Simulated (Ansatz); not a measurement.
Molecular dynamics on a 2×2×2 supercell (24 atoms) of CdF₂ (fluorite), relaxed with r2SCAN. Forces come from PBE in Ansatz: constant energy and volume (NVE), velocities drawn at 200 K, steps of 2 fs. Computed, non-magnetic; the trajectory is short and the cell small, so nothing here is a converged average.

```yaml
crystal:
  lattice:
    - [0.0, 5.3883553621, 5.3883553621]
    - [5.3883553621, 0.0, 5.3883553621]
    - [5.3883553621, 5.3883553621, 0.0]
  atoms:
    - { symbol: Cd, position: [0.0, 0.0, 0.0] }
    - { symbol: F, position: [0.125, 0.125, 0.125] }
    - { symbol: F, position: [0.375, 0.375, 0.375] }
    - { symbol: Cd, position: [0.0, 0.0, 0.5] }
    - { symbol: F, position: [0.125, 0.125, 0.625] }
    - { symbol: F, position: [0.375, 0.375, 0.875] }
    - { symbol: Cd, position: [0.0, 0.5, 0.0] }
    - { symbol: F, position: [0.125, 0.625, 0.125] }
    - { symbol: F, position: [0.375, 0.875, 0.375] }
    - { symbol: Cd, position: [0.0, 0.5, 0.5] }
    - { symbol: F, position: [0.125, 0.625, 0.625] }
    - { symbol: F, position: [0.375, 0.875, 0.875] }
    - { symbol: Cd, position: [0.5, 0.0, 0.0] }
    - { symbol: F, position: [0.625, 0.125, 0.125] }
    - { symbol: F, position: [0.875, 0.375, 0.375] }
    - { symbol: Cd, position: [0.5, 0.0, 0.5] }
    - { symbol: F, position: [0.625, 0.125, 0.625] }
    - { symbol: F, position: [0.875, 0.375, 0.875] }
    - { symbol: Cd, position: [0.5, 0.5, 0.0] }
    - { symbol: F, position: [0.625, 0.625, 0.125] }
    - { symbol: F, position: [0.875, 0.875, 0.375] }
    - { symbol: Cd, position: [0.5, 0.5, 0.5] }
    - { symbol: F, position: [0.625, 0.625, 0.625] }
    - { symbol: F, position: [0.875, 0.875, 0.875] }
kpoints:
  mp_grid: { grid: [2, 2, 2] }
hamiltonian:
  xc: pbe
scf:
  occupations: { method: fermi_dirac, width: 0.02 }
md:
  ensemble: nve
  temperature: 200
  timestep: 2.0
  n_steps: 20
  initial_velocities: maxwell_boltzmann
  seed: 1659
```

Command: `ansatz run input.yaml --threads 4 --pin off --max-ram 3686MiB --backend cpu --events-out ev --progress --plain --runs-dir out`. Wall time 2.5 min on 4 threads of Arm Neoverse N1, on a shared host, load about 0.8 per core; peak host memory 1.5 GiB.

```csv
step,t (fs),T (K),free energy F from step 0 (meV/atom),kinetic energy (meV/atom),largest force (eV/Å)
0,0,200,0.0,24.8,0.00
1,2,198,0.2,24.6,0.11
2,4,193,0.8,23.9,0.21
3,6,185,1.8,23.0,0.32
4,8,175,3.1,21.6,0.42
5,10,162,4.7,20.1,0.52
6,12,148,6.5,18.3,0.61
7,14,133,8.3,16.5,0.68
8,16,118,10.2,14.6,0.75
9,18,104,12.0,12.8,0.80
10,20,91,13.6,11.2,0.84
11,22,79,15.0,9.8,0.86
12,24,71,16.1,8.7,0.86
13,26,64,16.9,7.9,0.88
14,28,60,17.4,7.5,0.92
15,30,59,17.5,7.3,0.95
16,32,60,17.4,7.5,0.97
17,34,63,17.0,7.8,0.97
18,36,68,16.4,8.4,0.96
19,38,74,15.6,9.2,0.94
20,40,80,14.8,10.0,0.91
```

The temperature starts at 200 K, is lowest at step 15 (59 K, 30 fs) and ends at 80 K. The atoms start on their lattice sites with kinetic energy alone, so much of it first passes into potential energy. The conserved energy stays within 0.05 meV an atom. By the last step the atoms have moved 0.10 Å in the root mean square, the drift of the whole cell taken out, 0.19 Å at most.

Positions (Å) and forces (eV/Å) at step 20:
```
Cd   0.006   0.033   0.037     0.106   0.173  -0.346
F    1.367   1.408   1.323    -0.129  -0.343   0.135
F    4.113   4.024   3.920    -0.373   0.169   0.293
Cd   2.765   2.686  -0.013    -0.208   0.081  -0.276
F    3.954   4.170   1.226     0.111  -0.446   0.178
F    6.746   6.742   4.135    -0.070  -0.038  -0.454
Cd   2.657   0.004   2.745     0.220  -0.032  -0.307
F    4.069   1.392   4.045    -0.078  -0.181   0.171
F    6.721   4.019   6.749     0.030   0.154   0.018
Cd   5.322   2.718   2.685     0.561  -0.583  -0.408
F    6.773   4.098   4.066     0.091  -0.409   0.108
F    9.403   6.800   6.826     0.030  -0.217  -0.271
Cd   0.050   2.674   2.649    -0.384   0.190   0.424
F    1.380   4.011   4.059    -0.054   0.270  -0.010
F    3.952   6.632   6.724     0.309   0.400   0.253
Cd   2.712   5.390   2.727    -0.400   0.328  -0.210
F    4.077   6.660   4.118     0.027   0.342  -0.258
F    6.637   9.444   6.819     0.102   0.141  -0.271
Cd   2.670   2.712   5.336     0.046  -0.183   0.653
F    3.950   3.990   6.653     0.150   0.183   0.036
F    6.771   6.747   9.432    -0.113   0.014   0.092
Cd   5.391   5.310   5.387    -0.012   0.299   0.439
F    6.672   6.751   6.778     0.051  -0.054  -0.061
F    9.504   9.479   9.342    -0.015  -0.259   0.074
```
